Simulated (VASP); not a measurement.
Here is a VASP 6.6.1 calculation.

INCAR

```
SYSTEM = Si
PREC = Accurate
ENCUT = 520
EDIFF = 1E-6
ISMEAR = 0
SIGMA = 0.03
LREAL = .False.
LASPH = .True.
NELM = 80
ALGO = Normal
ISIF = 2
LWAVE = .False.
LCHARG = .False.
GGA = CA
KPAR = 4
```

Contents of KPOINTS:

```
regular mesh
0
Gamma
  6 6 6
  0 0 0
```

File POSCAR:

```
Si
1.0
    0.0000000000      2.7135600000      2.7135600000
    2.7135600000      0.0000000000      2.7135600000
    2.7135600000      2.7135600000      0.0000000000
Si
2
Direct
    0.7500000000      0.7500000000      0.7500000000
    0.5000000000      0.5000000000      0.5000000000
```

Potentials or basis: VASP PAW LDA potentials, release 64 (Si).

Launch:

```console
$ cat potpaw_LDA.64/Si/POTCAR > POTCAR
$ mpirun -np 4 vasp_std > vasp.out
```

**Question.** Predict the band gap on the k mesh.

**Answer.** 0.59 eV, indirect (least direct gap 2.52 eV).

**Question.** Predict the pressure.

**Answer.** -1.2 GPa.

A k mesh can miss the band edges. As with any semilocal functional, this LDA gap is likely too small.
